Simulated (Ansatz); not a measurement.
The system is Ti.

```xyz
1
Lattice="0.0000 2.0300 2.0300 2.0300 0.0000 2.0300 2.0300 2.0300 0.0000" Properties=species:S:1:pos:R:3 pbc="T T T"
Ti    0.0000    0.0000    0.0000
```

This isn't the form of Ti at room conditions, which is hcp.

* Program: Ansatz 0.2.0
* Task: relaxation of cell and atoms
* Functional: B3LYP
* Potentials or basis: Ansatz PAW
* Cutoff: 420 eV (not typed: the program's choice for these potentials)
* k mesh: 6 × 6 × 6
* Occupations: fermi-dirac, width 0.05 eV
* Spin: no spin polarisation

At the start: volume 16.73 Å³/atom.

Problem. How do energy, volume and symmetry change on relaxing?

Solution. It ends after 5 steps and the volume is 17.54 Å³/atom (+4.8 %); space group Fm-3m (No. 225, to 0.05 Å).

The path:
```tsv
step	energy change (eV)	largest force (eV/Å)	volume (Å³)
1	0.0000	0.0000	16.73
2	-0.0013	0.0000	18.36
3	-0.0148	0.0000	17.58
4	-0.0148	0.0000	17.54
5	-0.0150	0.0000	17.54
```

Final structure:
```
Ti
1.0
     0.00000    2.06210    2.06210
     2.06210    0.00000    2.06210
     2.06210    2.06210    0.00000
Ti
1
Direct
  0.00000 0.00000 0.00000
```

Caveat: the k mesh is coarse (spacing up to 0.45 Å⁻¹), so the values aren't converged, least of all with exact exchange; the plane-wave basis is chosen anew once the cell has moved, so the energies of steps on either side of that aren't comparable; the PAW data sets come from PBE, with cores solved anew for the run's functional, which leaves a small shift of forces and pressure.
